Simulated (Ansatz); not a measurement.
A run of Ansatz 0.2.0:

Contents of input.yaml:

```yaml
crystal:
  lattice:
    - [0.0, 1.95, 1.95]
    - [1.95, 0.0, 1.95]
    - [1.95, 1.95, 0.0]
  atoms:
    - { symbol: Tc, position: [0.0, 0.0, 0.0] }
hamiltonian:
  xc: r2scan
  pseudopotentials: { kind: paw }
kpoints:
  mp_grid: { grid: [12, 12, 12] }
scf:
  occupations: { method: fermi_dirac, width: 0.05 }
output:
  forces: true
  stress: true
  eigenvalues: true
relax:
  f_tol: 0.01
  max_steps: 40
  cell: { stress_tol: 0.05 }
```

Potentials or basis: Ansatz PAW earlier set.

Run with:

```sh
$ ansatz run input.yaml --threads 2 --pin off --max-ram 5632MiB --backend cpu --events-out ev --progress --plain --runs-dir out
```

Hardware: 2 threads of Arm Neoverse V2, on a shared host.

Question: How long does it take, and how much memory?

Answer: Run time: 6 s on 2 threads of Arm Neoverse V2, with other jobs on the host, peak memory 0.33 GiB. Counts: scf iterations 35, plane waves 339, k points 72, bands 12, ion steps 6.
